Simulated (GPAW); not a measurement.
# GaN (P6_3mc) in GPAW: further runs

One crystal, GaN, is run at these levels: optB88-vdW, BEEF-vdW, PBE; tasks: equation of state, band structure.

Everything below comes from runs of GPAW 26.7.0. Logs are shortened: lines on timing, memory, paths and dates and some standing lists are left out, and cuts for length are marked. The log counts tension as positive stress, the text compression.

**The experiment to reproduce.**

From “Studying electronic properties in GaN without electrical contacts using γ-γ vs e−-γ Perturbed Angular Correlations”, 2019, pmc:6823545, for a bulk crystal of GaN: band gap 3.503 ± 0.005 eV (direct).

How close the calculation comes is told below.

## 1. Starting point

The structure is hexagonal, space group P6_3mc (No. 186). Conventional cell: a = 3.180 Å, b = 3.180 Å, c = 5.166 Å, α = 90.00°, β = 90.00°, γ = 120.00°. Ga (site symmetry 3m) has 4 N at 1.94 to 1.95 Å as nearest neighbours. N (site symmetry 3m) is surrounded by 4 Ga at 1.94 to 1.95 Å.

## 2. Equation of state, optB88-vdW

The input, run.py:

```python
from ase.eos import EquationOfState
from ase.io import Trajectory
from ase.spacegroup import crystal
from ase.units import GPa
from gpaw import GPAW, PW

# Ga 2b
# N 2b
atoms = crystal(['Ga', 'N'],
                basis=[[0.6666666667, 0.3333333333, 0.5],
                       [0.6666666667, 0.3333333333, 0.875]],
                spacegroup=186, setting=1,  # P6_3mc
                cellpar=[3.18, 3.18, 5.166, 90.0, 90.0, 120.0],
                primitive_cell=True)

traj = Trajectory('eos.traj', 'w')
volumes, energies = [], []
for x in [0.94, 0.96, 0.98, 1.0, 1.02, 1.04, 1.06]:
    a = atoms.copy()
    a.set_cell(atoms.cell * x**(1 / 3), scale_atoms=True)
    calc = GPAW(mode=PW(800),
                xc={'name': 'optB88-vdW', 'backend': 'libvdwxc'},
                kpts={'size': (7, 7, 4), 'gamma': True},
                occupations={'name': 'fermi-dirac', 'width': 0.05},
                nbands=18,
                convergence={'density': 1e-05, 'energy': 1e-05},
                maxiter=150,
                legacy_gpaw=True,
                txt=f'eos-{x:.2f}.txt')
    a.calc = calc
    energies.append(a.get_potential_energy(force_consistent=True))
    volumes.append(a.get_volume())
    calc.write(f'eos-{x:.2f}.gpw')
    traj.write(a)
    print(f'{x:.2f} {volumes[-1]:10.4f} A^3 {energies[-1]:14.6f} eV', flush=True)

v0, e0, B = EquationOfState(volumes, energies, eos='birchmurnaghan').fit()
print(f'V0 = {v0:.4f} A^3, E0 = {e0:.6f} eV, B0 = {B / GPa:.2f} GPa')
```

Potentials or basis: GPAW PAW data sets (gpaw-data 1.2.1), pw.

Command:

```sh
> OMP_NUM_THREADS=1 python run.py
```

Output:

```text
___ ___ ___ _ _ _
 |   |   |_  | | | |
 | | | | | . | | | |
 |__ |  _|___|_____|  26.7.0
 |___|_|

Input parameters:
  convergence: {density: 1e-05,
                energy: 1e-05}
  kpts: {gamma: True,
         size: (7, 7, 4)}
  maxiter: 150
  mode: {ecut: 800.0,
         name: pw}
  nbands: 18
  occupations: {name: fermi-dirac,
                width: 0.05}
  xc: {backend: libvdwxc,
       name: optB88-vdW}

System changes: positions, numbers, cell, pbc, initial_charges, initial_magmoms

Initialize ...

species:
  Ga:
    name:    Gallium
    Z:       31.0
    valence: 3
    core:    28
    charge:  0.0  # [|e|]
    compensation charges:
      type: gauss
      rc: 0.37  # [Å]
      lmax: 2
    cutoffs:
      filter: 2.06  # [Å]
      core: 4.17  # [Å]
    projectors
    | kind |    occ | energy [eV] | rcut [Å] |
    |------|--------|-------------|----------|
    |   4s |  2.000 |      -8.945 |    1.164 |
    |   4p |  1.000 |      -2.580 |    1.164 |
    |    s |        |      18.266 |    1.164 |
    |    p |        |      24.631 |    1.164 |
    |    d |        |       0.000 |    1.164 |

    Using partial waves for Ga as LCAO basis

  N:
    name:    Nitrogen
    Z:       7.0
    valence: 5
    core:    2
    charge:  0.0  # [|e|]
    compensation charges:
      type: gauss
      rc: 0.18  # [Å]
      lmax: 2
    cutoffs:
      filter: 1.11  # [Å]
      core: 0.96  # [Å]
    projectors
    | kind |    occ | energy [eV] | rcut [Å] |
    |------|--------|-------------|----------|
    |   2s |  2.000 |     -18.583 |    0.603 |
    |   2p |  3.000 |      -7.089 |    0.529 |
    |    s |        |       8.629 |    0.603 |
    |    p |        |      20.123 |    0.529 |
    |    d |        |       0.000 |    0.577 |

    Using partial waves for N as LCAO basis

Reference energy: -108732.786066  # eV

Spin-paired calculation

Convergence criteria:
 Maximum [total energy] change in last 3 cyles: 1e-05 eV / valence electron
 Maximum integral of absolute [dens]ity change: 1e-05 electrons / valence electron
 Maximum integral of absolute [eigenst]ate change: 4e-08 eV^2 / valence electron
 Maximum number of scf [iter]ations: 150
 (Square brackets indicate name in SCF output, whereas a 'c' in
 the SCF output indicates the quantity has converged.)

Symmetries present (total): 6

  ( 1  1  0)  ( 1  0  0)  ( 0  1  0)  ( 0 -1  0)  (-1  0  0)  (-1 -1  0)
  ( 0 -1  0)  ( 0  1  0)  (-1 -1  0)  (-1  0  0)  ( 1  1  0)  ( 1  0  0)
  ( 0  0  1)  ( 0  0  1)  ( 0  0  1)  ( 0  0  1)  ( 0  0  1)  ( 0  0  1)

196 k-points: 7 x 7 x 4 Monkhorst-Pack grid + [0.000000,0.000000,1/8]
28 k-points in the irreducible part of the Brillouin zone
       k-points in crystal coordinates                weights
   0:     0.00000000    0.00000000    0.00000000          1/196
   1:     0.00000000    0.00000000    0.25000000          2/196
   2:     0.00000000    0.00000000    0.50000000          1/196
   3:     0.14285714    0.00000000   -0.25000000          6/196
   4:     0.14285714    0.00000000    0.00000000          6/196
   5:     0.14285714    0.00000000    0.25000000          6/196
   6:     0.14285714    0.00000000    0.50000000          6/196
   7:     0.28571429   -0.14285714    0.00000000          6/196
   8:     0.28571429   -0.14285714    0.25000000         12/196
   9:     0.28571429   -0.14285714    0.50000000          6/196
          ...
  27:     0.42857143    0.42857143    0.50000000          6/196

Wave functions: Plane wave expansion
  Cutoff energy: 800.000 eV
  Number of coefficients (min, max): 2165, 2200
  Pulay-stress correction: 0.000000 eV/Ang^3 (de/decut=0.000000)
  Using FFTW library
  ScaLapack parameters: grid=1x1, blocksize=None
  Wavefunction extrapolation:
    Improved wavefunction reuse through dual PAW basis

Occupation numbers: Fermi-Dirac:
  width: 0.0500  # eV

Eigensolver
   Davidson(niter=2)

Densities:
  Coarse grid: 21*21*35 grid
  Fine grid: 42*42*70 grid
  Total Charge: 0.000000

Density mixing:
  Method: separate
  Backend: msr1
  Linear mixing parameter: 0.05
  old densities: 10
  Width of damping distribution: 1.1
  Damping of long wavelength oscillations: 20

Hamiltonian:
  XC and Coulomb potentials evaluated on a 42*42*70 grid
  Using the optB88 Exchange-Correlation functional
  External potential:
    NoExternalPotential

XC parameters: optB88 with libvdwxc
  Mode: serial
  Semilocal: GGA_X_OPTB88_VDW+LDA_C_PW with 2 nearest neighbor stencil
  Corresponding non-local functional: vdW-DF
  Local blocksize: 42 x 42 x 70
  PAW datasets: PBE

Number of atoms: 4
Number of atomic orbitals: 16
Number of bands in calculation: 18
Number of valence electrons: 16
Bands to converge: occupied

... initialized

Initializing position-dependent things.

Density initialized from atomic densities
Creating initial wave functions:
  16 bands from LCAO basis set
  2 bands from random numbers

           N

           Ga
        N

        Ga

Atomic positions and initial magnetic moments

Positions:
   0 Ga     1.557542    0.899247    2.530271    ( 0.0000,  0.0000,  0.0000)
   1 Ga    -0.000000    1.798494    0.000000    ( 0.0000,  0.0000,  0.0000)
   2 N      1.557542    0.899247    4.427974    ( 0.0000,  0.0000,  0.0000)
   3 N     -0.000000    1.798494    1.897703    ( 0.0000,  0.0000,  0.0000)

Unit cell:
           periodic     x           y           z      points  spacing
  1. axis:    yes    3.115084    0.000000    0.000000    21     0.1285
  2. axis:    yes   -1.557542    2.697742    0.000000    21     0.1285
  3. axis:    yes    0.000000    0.000000    5.060542    35     0.1446

  Lengths:   3.115084   3.115084   5.060542
  Angles:   90.000000  90.000000 120.000000

Effective grid spacing dv^(1/3) = 0.1402

iter:   1   -77.634001
iter:   2   -76.491205   -1.96  -0.54
iter:   3   -73.256783   -0.43  -0.59
iter:   4   -73.240898   -2.34  -1.24
iter:   5   -73.235548   -2.41  -1.41
iter:   6   -73.229932   -3.39  -2.10
iter:   7   -73.229908   -4.42  -2.83
iter:   8   -73.229882c  -6.00  -3.22
iter:   9   -73.229882c  -6.45  -3.99
iter:  10   -73.229882c  -7.61c -4.22
iter:  11   -73.229882c  -8.22c -5.02c

Converged after 11 iterations.

Dipole moment: (0.000002, -0.000001, 1.395218) |e|*Ang

Energy contributions relative to reference atoms: (reference = -108732.786066)

Kinetic:       +101.007615
Potential:      -87.621433
External:        +0.000000
XC:             -86.918931
Entropy (-ST):   -0.000000
Local:           +0.302866
SIC:             +0.000000
--------------------------
Free energy:    -73.229882
Extrapolated:   -73.229882

Non-local optB88 correlation energy: 2.280274
Semilocal GGA_X_OPTB88_VDW+LDA_C_PW energy: -240.656539
(Not including atomic contributions)
Showing only first 2 kpts
 Kpt  Band  Eigenvalues  Occupancy
  0     6      7.18259    2.00000
  0     7      7.18263    2.00000
  0     8      9.81045    0.00000
  0     9     12.10271    0.00000

  1     6      7.01034    2.00000
  1     7      7.01037    2.00000
  1     8     10.92604    0.00000
  1     9     12.20724    0.00000

Fermi level: 8.23017

Gap: 2.628 eV
Transition (v -> c):
  (s=0, k=0, n=7, [0.00, 0.00, 0.00]) -> (s=0, k=0, n=8, [0.00, 0.00, 0.00])
No difference between direct/indirect transitions
Writing to eos-0.94.gpw (mode='')
```

Wall time 1.9 min (1 thread of Intel Xeon Platinum 8488C (Sapphire Rapids), shared host); peak memory 0.24 GiB.

Results:

```
Equilibrium volume                        : 12.14 Å³/atom (rough: see the caveat)
Bulk modulus at fixed shape and positions : 180 GPa (rough)
```

Energy against volume, from the lowest point:
```tsv
volume (Å³/atom)	energy (meV/atom)
10.632	135.92
10.858	93.94
11.084	60.85
11.310	35.73
11.537	17.75
11.763	5.84
11.989	0.00
```

Caveat: the data sets keep Ga 3d, Li 1s and Be 1s frozen, and some such compounds lay over 1.5 % in volume off other programs; the minimum lies outside the volumes run; the cell was scaled at fixed shape and fractional positions, which overstates the stiffness of a crystal with free parameters, most of all of layers and chains; the PAW data sets were made with another functional, which shifts forces and pressure a little.

[end of part 1 of 2]
